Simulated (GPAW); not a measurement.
# BP (F-43m) in GPAW: settings compared, part 2 of 2

GPAW 26.7.0.

### 6 Band structure, PBEint

run.py

```python
from ase.dft.bandgap import bandgap
from ase.io import write
from ase.spacegroup import crystal
from ase.units import GPa
from gpaw import GPAW, PW, setup_paths

setup_paths.insert(0, '.')

# P 4c
# B 4a
atoms = crystal(['P', 'B'],
                basis=[[0.25, 0.25, 0.25],
                       [0.0, 0.0, 0.0]],
                spacegroup=216, setting=1,  # F-43m
                cellpar=[4.538, 4.538, 4.538, 90.0, 90.0, 90.0],
                primitive_cell=True)

calc = GPAW(mode=PW(800),
            xc='GGA_X_PBEINT+GGA_C_PBEINT',
            kpts={'size': (10, 10, 10), 'gamma': True},
            occupations={'name': 'fermi-dirac', 'width': 0.05},
            nbands=11,
            convergence={'density': 1e-05, 'energy': 1e-05},
            maxiter=150,
            txt='gpaw.txt')
atoms.calc = calc
energy = atoms.get_potential_energy()
forces = atoms.get_forces()
stress = atoms.get_stress()
calc.write('gs.gpw')
write('result.traj', atoms)
print(f'Energy: {energy:.6f} eV')
print('Forces (eV/A):')
print(forces.round(4))
print('Stress (GPa):', (stress / GPa).round(3))
print('Fermi level:', round(calc.get_fermi_level(), 4), 'eV')
print(f'Gap: {bandgap(calc)[0]:.4f} eV, direct: {bandgap(calc, direct=True)[0]:.4f} eV')

path = atoms.cell.bandpath('GXWKGLUWLK,UX', npoints=100, eps=1e-4)
bs_calc = calc.fixed_density(kpts=path, symmetry='off', nbands=19,
                             convergence={'bands': 'CBM+6.0', 'eigenstates': 1e-6}, txt='bands.txt')
bs = bs_calc.band_structure()
bs.write('bs.json')
print(f'Gap on the path: {bandgap(bs_calc)[0]:.4f} eV')
```

Potentials or basis: PAW data sets generated in the run's folder for this functional, pw.

On the command line:

```
$ gpaw-setup -f GGA_X_PBEINT+GGA_C_PBEINT B P
$ OMP_NUM_THREADS=1 python run.py
```

gpaw.txt:

```text
__  _  _
 | _ |_)|_||  |
 |__||  | ||/\| - 26.7.0

Input parameters:
  mode=PW(ecut=800.0),
  convergence={'density': 1e-05, 'energy': 1e-05},
  kpts=MonkhorstPack(size=(10, 10, 10), gamma=True),
  maxiter=150,
  nbands=11,
  occupations=Occupations(name='fermi-dirac', width=0.05),
  xc=XC(name='GGA_X_PBEINT+GGA_C_PBEINT')

Diagonalizing LCAO Hamiltonian
Converting LCAO to pw mode

           P
       B

Atoms  # Å, Bohr magnetons
|   | symbol |        x |        y |        z |    initial magnetic moments |
|---|--------|----------|----------|----------|-----------------------------|
| 0 |      P | 1.134500 | 1.134500 | 1.134500 | ( 0.0000,  0.0000,  0.0000) |
| 1 |      B | 0.000000 | 0.000000 | 0.000000 | ( 0.0000,  0.0000,  0.0000) |

Unit cell  # Å
| periodic |        x |        y |        z |  lengths |    angles |
|----------|----------|----------|----------|----------|-----------|
|      yes | 0.000000 | 2.269000 | 2.269000 | 3.208851 | 60.000000 |
[... 180 lines left out ...]
  Coulomb:         -11.916086
  Zero:             -0.022578
  External:          0.000000
  Xc:              -15.027524
  Entropy:          -0.000000
  Spinorbit:         0.000000
  ----------------------------
  Free energy:     -13.364968
  Extrapolated:    -13.364968

dipole moment: (-10.627900, -10.627900, -10.627900)  # |e|*Ang

Fermi level: 8.780
Eigenvalues  # (at kpt = [0.000, 0.000, 0.000])
| band index |      eig [eV] | occ [0-2] |
|------------|---------------|-----------|
|          0 |        -7.279 |     2.000 |
|          1 |         8.237 |     2.000 |
|          2 |         8.237 |     2.000 |
|          3 |         8.237 |     2.000 |
|          4 |        11.590 |     0.000 |
|          5 |        11.590 |     0.000 |
|          6 |        11.590 |     0.000 |
|          7 |        15.613 |     0.000 |
|          8 |        19.561 |     0.000 |
|          9 |        20.195 |     0.000 |
|         10 |        20.195 |     0.000 |

Gap: 1.122 eV
Transition (v -> c):
  (s=0, k=0, n=3, [0.00, 0.00, 0.00]) -> (s=0, k=24, n=4, [0.40, 0.40, 0.00])
Direct/indirect transitions are different
Direct gap: 3.353 eV
Transition at: (s=0, k=0, n=3, [0.00, 0.00, 0.00])

Forces  # eV/Ang
|        x |        y |        z |
|----------|----------|----------|
| -0.00000 | -0.00000 |  0.00000 |  # P    0
| -0.00000 | -0.00000 | -0.00000 |  # B    1

Stress tensor  # eV/Ang^3
|         x |        y |         z |
|-----------|----------|-----------|
|  0.003246 | 0.000000 | -0.000000 |
|  0.000000 | 0.003246 |  0.000000 |
| -0.000000 | 0.000000 |  0.003246 |

# Writing to gs.gpw (mode='')
```

It took 26 s on 1 thread of Arm Neoverse V2, shared host; peak memory 0.22 GiB.

What came out:

* Free energy: -13.3650 eV
* Pressure: -0.5 GPa
* Band gap on the k mesh: 1.12 eV, indirect (least direct gap 3.35 eV)
* Band gap along the path: 1.12 eV, indirect (least direct gap 3.35 eV)

Levels at the corners of the path, in eV from the valence-band top:
```tsv
point	band 1	band 2	band 3	band 4	band 5	band 6	band 7	band 8
Γ	-15.52	0.00	0.00	0.00	3.35	3.35	3.35	7.38
X	-10.62	-8.63	-4.15	-4.15	1.21	1.52	12.09	12.09
W	-10.34	-8.08	-5.75	-5.55	5.23	6.63	7.21	7.40
K	-10.62	-8.20	-6.31	-3.54	2.02	5.91	9.69	10.58
Γ	-15.52	0.00	0.00	0.00	3.35	3.35	3.35	7.38
L	-12.16	-9.11	-1.77	-1.77	3.72	4.63	4.63	9.98
U	-10.62	-8.20	-6.31	-3.54	2.02	5.91	9.69	10.58
W	-10.34	-8.08	-5.75	-5.55	5.23	6.63	7.21	7.40
L	-12.16	-9.11	-1.77	-1.77	3.72	4.63	4.63	9.98
K	-10.62	-8.20	-6.31	-3.54	2.02	5.91	9.69	10.58
U	-10.62	-8.20	-6.31	-3.54	2.02	5.91	9.69	10.58
X	-10.62	-8.63	-4.15	-4.15	1.21	1.52	12.09	12.09
```

### 7 Overview

| task | level | potentials or basis | band path | band points | gap on the mesh (eV) | pressure (GPa) | V0 of scaled cells (Å³/atom) | B0 (GPa) |
| --- | --- | --- | --- | --- | --- | --- | --- | --- |
| equation of state | revPBE+D3 | the program's PAW data sets (release 1.2.1) made for this functional, pw | - | - | - | - | 11.65 | 164 |
| band structure | vdW-DF | GPAW PAW data sets (gpaw-data 1.2.1), pw | GXWKGLUWLK,UX | 80 | 1.48 | - | - | - |
| band structure | WC | PAW data sets generated in the run's folder for this functional, pw | GXWKGLUWLK,UX | 80 | 1.16 | -1.6 | - | - |
| equation of state | revPBE | the program's PAW data sets (release 1.2.1) made for this functional, pw | - | - | - | - | 11.95 | 157 |
| band structure | PBEint | PAW data sets generated in the run's folder for this functional, pw | GXWKGLUWLK,UX | 100 | 1.12 | -0.5 | - | - |

Alike in all rows: no spin polarisation; cell as given; k mesh 10 × 10 × 10; cutoff (eV) 800; smearing fermi-dirac 0.05 eV.

Caveats: the PAW data sets were made with another functional, which shifts forces and pressure a little (some runs).

Absolute energies hang on the potentials; compare differences alone.

### 8 Comparison with measurements

Step 2. Measured bulk modulus of BP: 179 GPa (300 K; “Equation of state of single-crystal cubic boron phosphide”, 2014, arxiv:1407.1677). This calculation gives 164 GPa (-8.5 %). 3 values of this kind are on record (173 to 179 GPa); this one was drawn at random among those near their median, those with a stated uncertainty first. The fit is for a static lattice scaled at fixed shape and fixed fractional positions.

Step 5. Measured bulk modulus of BP: 179 GPa (300 K; “Equation of state of single-crystal cubic boron phosphide”, 2014, arxiv:1407.1677). This calculation gives 157 GPa (-12.3 %). 3 values of this kind are on record (173 to 179 GPa); this one was drawn at random among those near their median, those with a stated uncertainty first. The fit is for a static lattice scaled at fixed shape and fixed fractional positions.
